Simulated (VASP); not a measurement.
# Na2S (Fm-3m) in VASP: a series of runs

Runs on Na2S. Level: PBEsol. Tasks: relaxation of cell and atoms.

Program: VASP 6.6.1. These are calculated values, not measurements. Logs are shortened: lines on timing, memory, paths and dates and some standing lists are left out, and cuts for length are marked.

**1. The crystal as given**

Symmetry: Fm-3m, No. 225, cubic system. The conventional cell has a = 6.498 Å, b = 6.498 Å, c = 6.498 Å, α = 90.00°, β = 90.00°, γ = 90.00°. Na (site symmetry -43m) has 4 S at 2.81 Å as nearest neighbours. S (site symmetry m-3m) is surrounded by 8 Na at 2.81 Å.

The cell comes from a database or a generator and needn't be the stable form of this composition.

**2. Relaxation of cell and atoms, PBEsol**

File INCAR:

```
SYSTEM = Na2S
PREC = Accurate ; ENCUT = 300
EDIFF = 1E-7 ; ISMEAR = 0
SIGMA = 0.02 ; LREAL = .FALSE.
LASPH = .TRUE. ; NELM = 100
ALGO = Normal ; ISIF = 3
LWAVE = .FALSE. ; LCHARG = .FALSE.
GGA = PS ; IBRION = 2
NSW = 90 ; EDIFFG = -0.005
```

File KPOINTS:

```
Automatic mesh
0
G
  8 8 8
  0 0 0
```

File POSCAR:

```
Na2S
1.0
    0.0000000000      3.2491544900      3.2491544900
    3.2491544900      0.0000000000      3.2491544900
    3.2491544900      3.2491544900      0.0000000000
Na S
2 1
Direct
    0.2500000000      0.2500000000      0.2500000000
    0.7500000000      0.7500000000      0.7500000000
    0.0000000000      0.0000000000      0.0000000000
```

Potentials or basis: VASP PAW PBE potentials, release 64 (Na_pv, S).

On the command line:

```console
$ cat potpaw_PBE.64/Na_pv/POTCAR potpaw_PBE.64/S/POTCAR > POTCAR
$ mpirun -np 1 vasp_std > vasp.out
```

OUTCAR:

```text
SYSTEM = Na2S
   PREC = Accurate
   ENCUT = 300
   EDIFF = 1E-7
   ISMEAR = 0
   LREAL = .FALSE.
   LASPH = .TRUE.
   NELM = 100
   ISIF = 3
   GGA = PS
   IBRION = 2
   NSW = 90
   EDIFFG = -0.005

 ion  position               nearest neighbor table
   1  0.250  0.250  0.250-
   2  0.750  0.750  0.750-
   3  0.000  0.000  0.000-

  LATTYP: Found a face centered cubic cell.
 ALAT       =     6.4983089800

  Lattice vectors:

 A1 = (   0.0000000000,   3.2491544900,   3.2491544900)
 A2 = (   3.2491544900,   0.0000000000,   3.2491544900)
 A3 = (   3.2491544900,   3.2491544900,   0.0000000000)

Analysis of symmetry for initial positions (statically):
=====================================================================
 Subroutine PRICEL returns:
 Original cell was already a primitive cell.

 Routine SETGRP: Setting up the symmetry group for a
 face centered cubic supercell.

 Subroutine GETGRP returns: Found 48 space group operations
 (whereof 48 operations were pure point group operations)
 out of a pool of 48 trial point group operations.

The static configuration has the point symmetry O_h .

Analysis of symmetry for dynamics (positions and initial velocities):
=====================================================================
 Subroutine PRICEL returns:
 Original cell was already a primitive cell.

 Routine SETGRP: Setting up the symmetry group for a
 face centered cubic supercell.

 Subroutine GETGRP returns: Found 48 space group operations
 (whereof 48 operations were pure point group operations)
 out of a pool of 48 trial point group operations.

The dynamic configuration has the point symmetry O_h .

 Subroutine INISYM returns: Found 48 space group operations
 (whereof 48 operations are pure point group operations),
 and found     1 'primitive' translations

----------------------------------------------------------------------------------------

                                     Primitive cell

  volume of cell :      68.6027

  direct lattice vectors                    reciprocal lattice vectors
     0.000000000  3.249154490  3.249154490    -0.153886188  0.153886188  0.153886188
     3.249154490  0.000000000  3.249154490     0.153886188 -0.153886188  0.153886188
     3.249154490  3.249154490  0.000000000     0.153886188  0.153886188 -0.153886188

  length of vectors
     4.594998346  4.594998346  4.594998346     0.266538697  0.266538697  0.266538697

  position of ions in fractional coordinates (direct lattice)
     0.250000000  0.250000000  0.250000000
     0.750000000  0.750000000  0.750000000
     0.000000000  0.000000000  0.000000000

  ion indices of the primitive-cell ions
   primitive index   ion index
                 1           1
                 2           2
                 3           3

----------------------------------------------------------------------------------------

 KPOINTS: Automatic mesh

Automatic generation of k-mesh.
 Grid dimensions read from file:
 generate k-points for:    8    8    8

 Generating k-lattice:

  Cartesian coordinates                     Fractional coordinates (reciprocal lattice)
    -0.019235774  0.019235774  0.019235774     0.125000000  0.000000000  0.000000000
     0.019235774 -0.019235774  0.019235774     0.000000000  0.125000000  0.000000000
     0.019235774  0.019235774 -0.019235774     0.000000000  0.000000000  0.125000000

  Length of vectors
     0.033317337  0.033317337  0.033317337

  Shift w.r.t. Gamma in fractional coordinates (k-lattice)
     0.000000000  0.000000000  0.000000000

 Subroutine IBZKPT returns following result:
 ===========================================

 Found     29 irreducible k-points:

 Following reciprocal coordinates:
            Coordinates               Weight
  0.000000  0.000000  0.000000      1.000000
  0.125000  0.000000  0.000000      8.000000
  0.250000  0.000000  0.000000      8.000000
  0.375000  0.000000  0.000000      8.000000
  0.500000  0.000000  0.000000      4.000000
  0.125000  0.125000  0.000000      6.000000
[... 16 lines left out ...]
  0.500000  0.250000  0.125000     48.000000
 -0.375000  0.250000  0.125000     24.000000
 [... further k-points ...]
   k-points           NKPTS =     29   k-points in BZ     NKDIM =     29   number of bands    NBANDS=     14
   number of dos      NEDOS =    301   number of ions     NIONS =      3
   total plane-waves  NPLWV =  21952
   dimension x,y,z NGX =    28 NGY =   28 NGZ =   28
   dimension x,y,z NGXF=    56 NGYF=   56 NGZF=   56
   ions per type =               2   1
   NGX,Y,Z   is equivalent  to a cutoff of  10.13, 10.13, 10.13 a.u.
   NGXF,Y,Z  is equivalent  to a cutoff of  20.26, 20.26, 20.26 a.u.
 SYSTEM =  Na2S
   PREC   = accura    normal or accurate (medium, high low for compatibility)
   ISTART =      0    job   : 0-new  1-cont  2-samecut
   ICHARG =      2    charge: 1-file 2-atom 10-const
   ISPIN  =      1    spin polarized calculation?
   LNONCOLLINEAR =      F non collinear calculations
   LSORBIT =      F    spin-orbit coupling
   LASPH  =      T    aspherical Exc in radial PAW
   ENCUT  =  300.0 eV  22.05 Ry    4.70 a.u.   6.49  6.49  6.49*2*pi/ulx,y,z
   NELM   =    100;   NELMIN=  2; NELMDL= -5     # of ELM steps
   EDIFF  = 0.1E-06   stopping-criterion for ELM
   LREAL  =      F    real-space projection
   EDIFFG = -.5E-02   stopping-criterion for IOM
   NSW    =     90    number of steps for IOM
   IBRION =      2    ionic relax: 0-MD 1-quasi-New 2-CG
   NFREE  =      1    steps in history (QN), initial steepest desc. (CG)
   ISIF   =      3    stress and relaxation
   ISYM   =      2    0-nonsym 1-usesym 2-fastsym
   POTIM  = 0.5000    time-step for ionic-motion
   TEBEG  =    0.0;   TEEND  =   0.0 temperature during run
   PSTRESS=    0.0 pullay stress
   NELECT =      20.0000    total number of electrons
   NUPDOWN=      -1.0000    fix difference up-down
   EMIN   =  10.00;   EMAX   =-10.00  energy-range for DOS
   EFERMI =   0.00;   METHOD = LEGACY
   ISMEAR =     0;   SIGMA  =   0.02  broadening in eV -4-tet -1-fermi 0-gaus
   EFERMI_NEDOS =   21; number of points for ismear=-14 and -15
   IALGO  =     38    algorithm
   IMIX   =      4    mixing-type and parameters
     AMIX     =   0.40;   BMIX     =  1.00
     AMIX_MAG =   1.60;   BMIX_MAG =  1.00
  volume/ion in A,a.u.               =      22.87       154.32
  Fermi-wavevector in a.u.,A,eV,Ry     =   1.085520  2.051335 16.032473  1.178354
  Thomas-Fermi vector in A             =   2.221635
   LORBIT       =      0    0 simple, 1 ext, 2 COOP (PROOUT), +10 PAW based schemes
   GGA     = PS    functional components
   LHFCALC =     F    Hartree Fock is set to
   AEXX    =    0.0000 exact exchange contribution
   IVDW    =     0    specifies the selected vdW correction
   LEPSILON=     F    determine dielectric tensor
   LRPA    =     F    only Hartree local field effects (RPA)
 conjugate gradient relaxation of ions
 non-spin polarized calculation
 Gauss-broadening in eV      SIGMA  =   0.02
  energy-cutoff  :      300.00
  volume of cell :       68.60
 maximum number of plane-waves:       869
 NGX is ok and might be reduce to    28
   NGX = 13   NGY = 13   NGZ = 13

 number of electron      19.9999939 magnetization

 Free energy of the ion-electron system (eV)
  ---------------------------------------------------
  ext. energy  EPLUGINS =         0.00000000
  ---------------------------------------------------
  free energy    TOTEN  =       -10.36596104 eV

  energy without entropy =      -10.36596104  energy(sigma->0) =      -10.36596104

 E-fermi :   0.2844     XC(G=0):  -8.0283

 val. band max:        0.1969194831   @ k =   0.0000   0.0000   0.0000
 cond. band min:       2.6241639591   @ k =   0.0000   0.0000   0.0000
 fundamental gap:      2.4272444760
 Fermi energy:         0.2844323844

 k-point     1 :       0.0000    0.0000    0.0000
  band No.  band energies     occupation
      1     -21.8160      2.00000
      2     -21.8160      2.00000
      3     -21.8160      2.00000
      4     -21.7571      2.00000
      5     -21.7571      2.00000
      6     -21.7571      2.00000
      7      -9.9600      2.00000
      8       0.1969      2.00000
      9       0.1969      2.00000
     10       0.1969      2.00000
     11       2.6242      0.00000
     12       7.9297      0.00000
     13       7.9297      0.00000
     14       7.9297      0.00000

 k-point     2 :       0.1250    0.0000    0.0000
  band No.  band energies     occupation
      1     -21.8146      2.00000
      2     -21.8139      2.00000
      3     -21.8139      2.00000
      4     -21.7606      2.00000
      5     -21.7595      2.00000
      6     -21.7595      2.00000
      7      -9.9228      2.00000
      8      -0.1948      2.00000
      9       0.1765      2.00000
     10       0.1765      2.00000
     11       3.1185      0.00000
     12       7.7133      0.00000
     13       8.0251      0.00000
     14       8.0251      0.00000

 k-point     3 :       0.2500    0.0000    0.0000
  band No.  band energies     occupation
      1     -21.8105      2.00000
      2     -21.8079      2.00000
      3     -21.8079      2.00000
      4     -21.7699      2.00000
      5     -21.7662      2.00000
      6     -21.7662      2.00000
      7      -9.8308      2.00000
      8      -0.8500      2.00000
      9       0.1276      2.00000
     10       0.1276      2.00000
     11       4.0125      0.00000
     12       7.2451      0.00000
     13       7.8279      0.00000
     14       7.8279      0.00000

 k-point     4 :       0.3750    0.0000    0.0000
  band No.  band energies     occupation
      1     -21.8038      2.00000
      2     -21.7988      2.00000
      3     -21.7987      2.00000
      4     -21.7817      2.00000
      5     -21.7761      2.00000
      6     -21.7761      2.00000
      7      -9.7354      2.00000
      8      -1.3376      2.00000
      9       0.0808      2.00000
     10       0.0808      2.00000
     11       4.7204      0.00000
     12       6.7921      0.00000
     13       7.4479      0.00000
     14       7.4479      0.00000

 k-point     5 :       0.5000    0.0000    0.0000
  band No.  band energies     occupation
      1     -21.7968      2.00000
      2     -21.7908      2.00000
      3     -21.7885      2.00000
      4     -21.7885      2.00000
      5     -21.7867      2.00000
      6     -21.7867      2.00000
      7      -9.6949      2.00000
      8      -1.5137      2.00000
      9       0.0623      2.00000
     10       0.0623      2.00000
     11       4.9870      0.00000
[... 276 lines left out ...]
 k-point    22 :       0.3750    0.2500    0.1250
  band No.  band energies     occupation
      1     -21.8245      2.00000
      2     -21.8112      2.00000
      3     -21.7997      2.00000
      4     -21.7806      2.00000
      5     -21.7654      2.00000
      6     -21.7520      2.00000
      7      -9.7622      2.00000
      8      -0.9658      2.00000
      9      -0.1902      2.00000
     10       0.0375      2.00000
     11       4.5774      0.00000
     12       6.8790      0.00000
     13       7.1219      0.00000
     14       8.3287      0.00000

 k-point    23 :       0.5000    0.2500    0.1250
  band No.  band energies     occupation
      1     -21.8269      2.00000
      2     -21.8133      2.00000
      3     -21.8013      2.00000
      4     -21.7766      2.00000
      5     -21.7680      2.00000
      6     -21.7524      2.00000
      7      -9.6857      2.00000
      8      -1.1884      2.00000
      9      -0.3815      2.00000
     10      -0.0401      2.00000
     11       5.1571      0.00000
     12       6.2932      0.00000
     13       7.3417      0.00000
     14       8.0950      0.00000

 k-point    24 :      -0.3750    0.2500    0.1250
  band No.  band energies     occupation
      1     -21.8255      2.00000
      2     -21.8204      2.00000
      3     -21.7894      2.00000
      4     -21.7891      2.00000
      5     -21.7586      2.00000
      6     -21.7576      2.00000
      7      -9.6534      2.00000
      8      -1.2737      2.00000
      9      -0.4482      2.00000
     10      -0.0832      2.00000
     11       5.4714      0.00000
     12       5.9340      0.00000
     13       7.6551      0.00000
     14       7.9803      0.00000

 [... further k-points ...]

------------------------ aborting loop because EDIFF is reached ----------------------------------------

  FORCE on cell =-STRESS in cart. coord.  units (eV):
  Direction    XX          YY          ZZ          XY          YZ          ZX
  --------------------------------------------------------------------------------------
  -------------------------------------------------------------------------------------
  Total        0.0136347      0.0136347      0.0136347      0.0000000     -0.0000000     -0.0000000
  in kB        0.3184313      0.3184313      0.3184313      0.0000000     -0.0000000     -0.0000000
  external PRESSURE =       0.3184313 kB  Pullay stress =       0.0000000 kB

 VOLUME and BASIS-vectors are now :
 -----------------------------------------------------------------------------
  energy-cutoff  :      300.00
  volume of cell :       68.60
      direct lattice vectors                 reciprocal lattice vectors
     0.000000000  3.249154490  3.249154490    -0.153886188  0.153886188  0.153886188
     3.249154490  0.000000000  3.249154490     0.153886188 -0.153886188  0.153886188
     3.249154490  3.249154490  0.000000000     0.153886188  0.153886188 -0.153886188

 POSITION                                       TOTAL-FORCE (eV/Angst)
 -----------------------------------------------------------------------------------
      1.62458      1.62458      1.62458        -0.000000     -0.000000      0.000000
      4.87373      4.87373      4.87373         0.000000      0.000000     -0.000000
      0.00000      0.00000      0.00000        -0.000000     -0.000000     -0.000000
 -----------------------------------------------------------------------------------
    total drift:                                0.000000      0.000000      0.000000

  FREE ENERGIE OF THE ION-ELECTRON SYSTEM (eV)
  ---------------------------------------------------
  free  energy   TOTEN  =       -10.3659610416 eV

  energy  without entropy=      -10.3659610416  energy(sigma->0) =      -10.36596104

 reached required accuracy - stopping structural energy minimisation
```

Run time: 7.7 s. Hardware: 1 thread of Intel Xeon 6975P-C (Granite Rapids), shared host; peak memory 0.15 GiB.

What came out:

```yaml
Free_energy: -10.3660 eV
Pressure_after_relaxing: 0.0 GPa
Band_gap_on_the_k_mesh: 2.43 eV, direct
```

Final structure:
```
CELL_PARAMETERS angstrom
0.00000 3.24915 3.24915
3.24915 0.00000 3.24915
3.24915 3.24915 0.00000
ATOMIC_POSITIONS crystal
Na 0.25000 0.25000 0.25000
Na 0.75000 0.75000 0.75000
S 0.00000 0.00000 0.00000
```

Levels at points of the mesh, in eV from the valence-band top:
```tsv
k point	band 7	band 8	band 9	band 10	band 11	band 12	band 13	band 14
(0.00, 0.00, 0.00)	-10.16	0.00	0.00	0.00	2.43	7.73	7.73	7.73
(0.50, 0.00, 0.00)	-9.89	-1.71	-0.13	-0.13	4.79	6.39	7.11	7.11
(0.50, 0.50, 0.00)	-9.81	-1.52	-0.47	-0.47	3.71	6.01	8.56	9.79
```

Caveat: the cutoff is under 1.25 times the usual one of these potentials, so pressure, stress and relaxed cells hold a basis-set (Pulay) error; the relaxation stopped at its first step, so nothing moved; the PAW data sets were made with another functional, which shifts forces and pressure a little.

**3. Relaxation of cell and atoms, PBEsol**

Changes to INCAR since step 2:

```diff
@@ -1,3 +1,3 @@
 SYSTEM = Na2S
-PREC = Accurate ; ENCUT = 300
+PREC = Accurate ; ENCUT = 600
 EDIFF = 1E-7 ; ISMEAR = 0
```

File KPOINTS:

```
Automatic mesh
0
G
  4 4 4
  0 0 0
```

POSCAR is that of step 2.

Potentials or basis: VASP PAW PBE potentials, release 64 (Na_pv, S).

On the command line:

```console
$ cat potpaw_PBE.64/Na_pv/POTCAR potpaw_PBE.64/S/POTCAR > POTCAR
$ mpirun -np 1 vasp_std > vasp.out
```

Run time: 14 s. Hardware: 1 thread of Intel Xeon 6975P-C (Granite Rapids), shared host; peak memory 0.23 GiB.

The run converged. Its results:

```yaml
Free_energy: -10.3712 eV
Relaxed_volume: 22.95 Å³/atom
Relaxed_cell: a = 4.600 Å, b = 4.600 Å, c = 4.600 Å, α = 60.00°, β = 60.00°, γ = 60.00°
Space_group_after_relaxing_to_0.05_Å: Fm-3m (No. 225)
Energy_gained_by_relaxing: 0.0 meV/atom
Ionic_steps: 3
Pressure_after_relaxing: 0.0 GPa
Band_gap_on_the_k_mesh: 2.41 eV, direct
```

The path:
```
step  energy change (eV)  largest force (eV/Å)  pressure (GPa)  volume (Å³)
   1              0.0000                0.0000            0.12        68.60
   2             -0.0001                0.0000            0.04        68.77
   3             -0.0001                0.0000            0.01        68.84
```

Final structure:
```
CELL_PARAMETERS angstrom
0.00000 3.25292 3.25292
3.25292 0.00000 3.25292
3.25292 3.25292 0.00000
ATOMIC_POSITIONS crystal
Na 0.25000 0.25000 0.25000
Na 0.75000 0.75000 0.75000
S 0.00000 0.00000 0.00000
```

Levels at points of the mesh, in eV from the valence-band top:
| k point | band 8 | band 9 | band 10 | band 11 | band 12 | band 13 |
| --- | --- | --- | --- | --- | --- | --- |
| (0.00, 0.00, 0.00) | 0.00 | 0.00 | 0.00 | 2.41 | 7.71 | 7.71 |
| (0.50, 0.00, 0.00) | -1.71 | -0.14 | -0.14 | 4.77 | 6.38 | 7.09 |
| (0.50, 0.50, 0.00) | -1.52 | -0.47 | -0.47 | 3.70 | 5.99 | 8.53 |

Caveat: the PAW data sets were made with another functional, which shifts forces and pressure a little.
